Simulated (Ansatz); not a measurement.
# Structural relaxation of 2H-TaSe2 hexagonal flake, bare edges (36 atoms)

Aim: bring 2H-TaSe2 hexagonal flake, bare edges (36 atoms) to a nearby minimum of the energy and see what moves.

Calculated with Ansatz 0.2.0; Kohn-Sham DFT, PBE, PAW (set soft_2, large core), plane waves.

### 1. Starting point

The cell holds 36 atoms: 24 Se and 12 Ta. Its edges and angles: a = 19.902 Å, b = 20.290 Å, c = 13.340 Å, α = 90.0°, β = 90.0°, γ = 90.0°. It derives from TaSe2 (2H-TaSe2). 2H-TaSe2 (a = 3.43 Å), rectangular cell with x along the armchair direction; hexagon of inner radius 6 Å, 10 Å of vacuum; not relaxed, displaced by a Gaussian of 0.02 Å. Vacuum lies along a, b and c.

Before any run, some limits are plain. The main run has no spin polarisation, so any moments at edges, vacancies or dangling bonds can't form in it. The levels lack spin–orbit coupling, which is large for the heavy elements here.

### 2. Single point at the start

The forces at the start show how far the geometry lies from a minimum of this functional.

File input.yaml:

```yaml
crystal:
  lattice:
    - [19.90156, 0.0, 0.0]
    - [0.0, 20.29, 0.0]
    - [0.0, 0.0, 13.34]
  atoms:
    - { symbol: Se, position: [0.44921, 0.247, 0.62425] }
    - { symbol: Se, position: [0.44864, 0.24616, 0.37535] }
    - { symbol: Ta, position: [0.25365, 0.41574, 0.4986] }
    - { symbol: Se, position: [0.29958, 0.33067, 0.62559] }
    - { symbol: Se, position: [0.30024, 0.33144, 0.37237] }
    - { symbol: Ta, position: [0.40104, 0.33148, 0.49912] }
    - { symbol: Se, position: [0.44967, 0.416, 0.62611] }
    - { symbol: Se, position: [0.44959, 0.41448, 0.37714] }
    - { symbol: Ta, position: [0.25043, 0.58388, 0.49986] }
    - { symbol: Se, position: [0.30106, 0.50087, 0.6229] }
    - { symbol: Se, position: [0.29942, 0.50132, 0.37484] }
    - { symbol: Ta, position: [0.4005, 0.50038, 0.4994] }
    - { symbol: Se, position: [0.45063, 0.58309, 0.62607] }
    - { symbol: Se, position: [0.45098, 0.58409, 0.37512] }
    - { symbol: Se, position: [0.30051, 0.66853, 0.62403] }
    - { symbol: Se, position: [0.30074, 0.66757, 0.37441] }
    - { symbol: Ta, position: [0.40071, 0.66821, 0.5014] }
    - { symbol: Se, position: [0.4507, 0.75347, 0.62386] }
    - { symbol: Se, position: [0.44935, 0.75327, 0.37663] }
    - { symbol: Ta, position: [0.55037, 0.2465, 0.50113] }
    - { symbol: Ta, position: [0.54975, 0.4166, 0.49919] }
    - { symbol: Se, position: [0.59946, 0.33036, 0.62662] }
    - { symbol: Se, position: [0.59778, 0.33112, 0.37581] }
    - { symbol: Ta, position: [0.69913, 0.3323, 0.49779] }
    - { symbol: Se, position: [0.74769, 0.41624, 0.62556] }
    - { symbol: Se, position: [0.74931, 0.41515, 0.37526] }
    - { symbol: Ta, position: [0.55076, 0.58425, 0.49982] }
    - { symbol: Se, position: [0.60236, 0.50135, 0.62408] }
    - { symbol: Se, position: [0.59938, 0.49963, 0.37602] }
    - { symbol: Ta, position: [0.70104, 0.49971, 0.5001] }
    - { symbol: Se, position: [0.74843, 0.58383, 0.62461] }
    - { symbol: Se, position: [0.75153, 0.58652, 0.37352] }
    - { symbol: Ta, position: [0.5493, 0.75179, 0.49854] }
    - { symbol: Se, position: [0.59996, 0.6674, 0.625] }
    - { symbol: Se, position: [0.60014, 0.67017, 0.37453] }
    - { symbol: Ta, position: [0.70172, 0.66925, 0.49851] }
kpoints:
  mp_grid: { grid: [1, 1, 1] }
hamiltonian:
  xc: pbe
  pseudopotentials: { kind: paw, core: large }
scf:
  occupations: { method: gaussian, width: 0.025 }
output:
  forces: true
  populations: intrinsic
  dos:
    method: { smearing: { sigma: 0.15 } }
    de: 0.1
    projected: { site_lists: { Se: [Se], Ta: [Ta] } }
  eigenvalues: true
```

The run is started by

```
ansatz run input.yaml --threads 4 --pin off --max-ram 8192MiB --backend cpu --events-out ev --progress --plain --runs-dir out
```

Numbers of over 12 decimals in the logs are rounded to 6 here.

The program printed:

```text
Engine: ansatz 0.2.0, aarch64-unknown-linux-gnu
Pseudopotentials: kind: paw
Pseudopotential: Se, paw, valence charge 6, recommended cutoff 420 eV (normal), Se.paw.azcp#standard-large-core
Pseudopotential: Ta, paw, valence charge 13, recommended cutoff 420 eV (normal), Ta.paw.azcp
[... 5 lines on functional and potentials left out ...]
Crystal: 36 atoms, lattice volume = 5386.727 Å³
Basis set: ecut = 420 eV, 105293 PW (Γ), exchange–correlation on 270×288×180 points (8 copies of the dense FFT grid, shifted against one another)
Bands: 186, of which v1, the nominal top of the filled ones, is band 150 counted from 1 (149 counted from 0)
Symmetry: 1 space group operations
Space group: P1 (ITA 1), of the structure as read, at distance tolerance 1.8e-4 Å
k-points: 1
[... 5 lines on functional and potentials left out ...]
Initial density: superposition of atomic densities (neutral atoms: chi_scale 0, normalization atom)
Initial wavefunctions: pseudopotential atomic-orbital guess
Functional: x = pbe(κ = 0.804, μ = 0.219515), c = pbe(β = 0.066725)
SCF iter   1: F=—  HF=-181087.135051 eV  |F-HF|=—  |Δ(HF+E_count)|=         —  Δρ=2.07e-2  dr2=9.08e1  ethr=3.10e-3  ⟨swp⟩=8.0  Hψ=957  notcnv=0
preconditioner: auto → Resta (q_TF=auto, 1.686 Å⁻¹)  ε∞=1.9  [insulator: Δε(μ)=0.281 eV  Ē_g=7.446 eV  σ=0.025 eV  W_gap=1.00  n_scr=450 (ndim 8)  ℏωp=7.2 eV  f_vac=0.757  D(μ)=0.00/eV (n_scr^D=0)  ε∞_Penn≈1.9  vacuum switching on, ρ_ref=4.0e-3 e/Å³]
SCF iter   2: F=—  HF=-181138.553879 eV  |F-HF|=—  |Δ(HF+E_count)|=    5.14e1  Δρ=5.52e-2  dr2=1.13e3  ethr=3.10e-3  ⟨swp⟩=6.0  Hψ=525  notcnv=0  defer=30  recentre
preconditioner: auto → LDOS  [insulator: Δε(μ)=0.032 eV  Ē_g=6.279 eV  σ=0.025 eV  W_gap=0.64  n_scr=450 (ndim 8)  ℏωp=7.2 eV  f_vac=0.757  D(μ)=59.64/eV (n_scr^D=266)  ε∞_Penn≈2.3  β→1.0]
SCF iter   3: F=—  HF=-181079.735030 eV  |F-HF|=—  |Δ(HF+E_count)|=    5.88e1  Δρ=1.60e-2  dr2=5.70e1  ethr=3.10e-3  ⟨swp⟩=5.0  Hψ=622  notcnv=0  defer=27
SCF iter   4: F=—  HF=-181072.350815 eV  |F-HF|=—  |Δ(HF+E_count)|=    7.38e0  Δρ=6.92e-3  dr2=7.53e0  ethr=3.10e-3  ⟨swp⟩=4.0  Hψ=296  notcnv=0  defer=30
SCF iter   5: F=—  HF=-181072.063139 eV  |F-HF|=—  |Δ(HF+E_count)|=   2.88e-1  Δρ=6.40e-3  dr2=1.20e1  ethr=2.51e-3  ⟨swp⟩=3.0  Hψ=249  notcnv=0  defer=30
SCF iter   6: F=—  HF=-181071.788217 eV  |F-HF|=—  |Δ(HF+E_count)|=   2.75e-1  Δρ=2.44e-3  dr2=7.67e-1  ethr=2.51e-3  ⟨swp⟩=2.0  Hψ=165  notcnv=0  defer=30
SCF iter   7: F=—  HF=-181071.769778 eV  |F-HF|=—  |Δ(HF+E_count)|=   1.84e-2  Δρ=1.51e-3  dr2=4.30e-1  ethr=2.56e-4  ⟨swp⟩=3.0  Hψ=224  notcnv=0  defer=30
SCF iter   8: F=—  HF=-181071.754783 eV  |F-HF|=—  |Δ(HF+E_count)|=   1.50e-2  Δρ=7.31e-4  dr2=1.32e-1  ethr=1.43e-4  ⟨swp⟩=3.0  Hψ=234  notcnv=0  defer=30
SCF iter   9: F=—  HF=-181071.750710 eV  |F-HF|=—  |Δ(HF+E_count)|=   4.07e-3  Δρ=3.51e-4  dr2=2.53e-2  ethr=4.40e-5  ⟨swp⟩=3.0  Hψ=183  notcnv=0  defer=30
SCF iter  10: F=—  HF=-181071.750653 eV  |F-HF|=—  |Δ(HF+E_count)|=   5.63e-5  Δρ=2.48e-4  dr2=1.56e-2  ethr=8.42e-6  ⟨swp⟩=3.0  Hψ=228  notcnv=0  defer=30
[...]
SCF iter  14: F=—  HF=-181071.749381 eV  |F-HF|=—  |Δ(HF+E_count)|=   2.28e-5  Δρ=2.04e-5  dr2=8.00e-5  ethr=1.13e-7  ⟨swp⟩=2.0  Hψ=189  notcnv=0  defer=30
SCF iter  15: F=—  HF=-181071.750179 eV  |F-HF|=—  |Δ(HF+E_count)|=   7.99e-4  Δρ=1.42e-5  dr2=4.02e-5  ethr=2.67e-8  ⟨swp⟩=2.0  Hψ=242  notcnv=0  defer=30
SCF iter  16: F=—  HF=-181071.750178 eV  |F-HF|=—  |Δ(HF+E_count)|=   1.32e-6  Δρ=9.09e-6  dr2=1.63e-5  ethr=1.34e-8  ⟨swp⟩=2.0  Hψ=168  notcnv=0  defer=30
SCF iter  17: F=—  HF=-181071.750177 eV  |F-HF|=—  |Δ(HF+E_count)|=   5.44e-7  Δρ=5.96e-6  dr2=6.59e-6  ethr=5.43e-9  ⟨swp⟩=2.0  Hψ=218  notcnv=0  defer=30
SCF iter  18: F=—  HF=-181071.750177 eV  |F-HF|=—  |Δ(HF+E_count)|=   2.09e-7  Δρ=3.90e-6  dr2=2.86e-6  ethr=2.20e-9  ⟨swp⟩=3.0  Hψ=222  notcnv=0  defer=30
SCF iter  19: F=—  HF=-181071.750177 eV  |F-HF|=—  |Δ(HF+E_count)|=   9.94e-8  Δρ=2.98e-6  dr2=1.53e-6  ethr=9.54e-10  ⟨swp⟩=2.0  Hψ=230  notcnv=0  defer=30
SCF iter  20: F=—  HF=-181071.750177 eV  |F-HF|=—  |Δ(HF+E_count)|=   5.45e-8  Δρ=1.87e-6  dr2=6.24e-7  ethr=5.11e-10  ⟨swp⟩=2.0  Hψ=212  notcnv=0  defer=30
SCF iter  21: F=—  HF=-181071.750177 eV  |F-HF|=—  |Δ(HF+E_count)|=   1.43e-9  Δρ=1.22e-6  dr2=2.81e-7  ethr=2.08e-10  ⟨swp⟩=2.0  Hψ=200  notcnv=0  defer=30
SCF iter  22: F=—  HF=-181071.750177 eV  |F-HF|=—  |Δ(HF+E_count)|=   3.67e-9  Δρ=8.36e-7  dr2=1.47e-7  ethr=9.37e-11  ⟨swp⟩=2.0  Hψ=231  notcnv=0  defer=30
SCF iter  23: F=-181071.750177 eV  HF=-181071.750177 eV  |F-HF|=5.84e-8  |Δ(HF+E_count)|=   2.62e-9  Δρ=6.36e-7  dr2=7.30e-8  ethr=3.33e-11  ⟨swp⟩=19.0  Hψ=1082  notcnv=0
SCF 1 converged in 23 iterations: F = -181071.750177 eV  dr2 = 7.30e-8
  greatest PAW one-centre occupation: 0.999 electrons in one spin orbital (limit 2), on the Ta atom at site 11 (counted from 0), in its partial waves of l = 0
SCF converged after 23 iterations
Free energy (F): -181071.750177 eV
Harris-Foulkes:  -181071.750177 eV  (|F-HF|=5.84e-8)
Internal energy: -181071.720064 eV  (E = F + TS)
E sigma→0 (E₀):  -181071.735120 eV
Entropy (-TS):   -0.030113 eV (-0.836 meV/atom)
Fermi energy:    -2.688699 eV
--- Per-component energies (eV) ---
  E_band       = -5976.010166
  E_kinetic    = 6779.627179
  E_local      = -110618.666798  (includes V_loc(G=0)·N_el)
  E_nonlocal   = 1457.588972
  E_hartree    = 51170.413889
  E_xc         = -7168.584645
  E_vxc        = -4375.509192  (∫ρ·V_xc dr)
  E_paw        = -153666.209504  (= ΣΔE_a)
  E_vpaw       = -1559.877483  (= ΣTr[D̂ρ^β])
  E_aug_tail   = 0.001925  (compensation charges beyond the density's cutoff)
  E_ewald      = 30974.108920
  E_smearing   = -0.030113  (= −TS)
  E_closure    = 0.000000  (closes the sum)
  Σ components = -181071.750177   (vs F -181071.750177, Δ=0.00e0)
--- Forces (eV/Å), atoms counted from 1 ---
  atom   1  Se     0.97283527    -0.58407589    -0.13416021
  atom   2  Se     0.93013401    -0.47631457     0.16949071
  atom   3  Ta     3.15153067    -1.60312489     0.07503250
  atom   4  Se    -0.59919089     0.58961892    -0.35622797
  atom   5  Se    -0.66215011     0.54028713     0.27108467
  atom   6  Ta    -0.54256459    -0.11962822     0.30054572
  atom   7  Se     0.19944365     0.11846276     0.33429432
  atom   8  Se     0.19669274     0.42484418    -0.97996728
  atom   9  Ta     3.44108797     1.45976162    -0.03938978
  atom  10  Se    -1.31676138    -0.06070820     0.66470829
  atom  11  Se    -1.08002505    -0.05466079    -0.55870534
  atom  12  Ta    -0.54873630    -0.17576383     0.05276245
  atom  13  Se     0.18148697     0.02436575     0.40515859
  atom  14  Se     0.02784906    -0.02378938    -0.55054403
[...]
atom  35  Se     0.69249692     0.99467059    -0.31153968
  atom  36  Ta    -0.88831511    -3.79098118    -0.09910403
  max |Σ_I F_I| component: 6.84e-5 eV/Å
--- Band table (eV) ---
  k-point 0: bands = ["-71.4991", "-71.4608", "-71.4583", "-71.4175", [... 170 levels ...], "-0.4071", "-0.2494", "-0.2404", "-0.1381", "0.1343", "0.1617", "0.1805", "0.1996", "0.2334", "0.2340", "0.4164", "0.4449"]
--- intrinsic populations: 36 sites ---
  site symbol       q [e]
     0     Se      6.3507
     1     Se      6.3710
     2     Ta     12.4047
[...]
35     Ta     12.3980
  spilling = 0.000000 (of n_electrons = 300.000000)
```

It took 61 s on 4 threads of Arm Neoverse V2, shared host; peak memory 3.7 GiB.

Reading the cycles: dr2 is the Hartree energy of the density residual (eV), the measure of convergence; HF is the Harris–Foulkes estimate of the energy, which meets the free energy F at convergence.

The program notes that potentials were chosen by core size.

Numbers from this run:

```
free energy                             : -181071.7502 eV
free energy per atom                    : -5029.7708 eV/atom
SCF cycles                              : 23
r.m.s. force component                  : 1.014 eV/Å
longest force                           : 3.895 eV/Å
Fermi energy                            : -2.689 eV
levels partly filled by over 2 per cent : 3
```

The r.m.s. force component of 1.0 eV/Å sets the starting point.

Neighbours are counted within 3.02 Å (Se-Ta).

Length of the force by element and coordination:

```
element  coordination  atoms  mean length of the force (eV/Å)  spread  least   most
     Se           all     24                             1.01   0.298  0.407   1.66
     Se             2     12                            0.985  0.0868  0.888   1.14
     Se             3     12                             1.03   0.411  0.407   1.66
     Ta           all     12                             2.13    1.58  0.177   3.89
     Ta             4      6                             3.70   0.153   3.49   3.89
     Ta             6      6                            0.557   0.240  0.177  0.979
```

[end of part 1 of 3]

[Logs are printed without paths, hosts, clocks, repeated set-up lines and the standing remarks that a program may print on its own settings, such as how far it seeks lower states.]

[Hosts, paths, dates, database ids (printed as entryN), source tags and the programs' standing remarks are cut or masked in the printed files.]
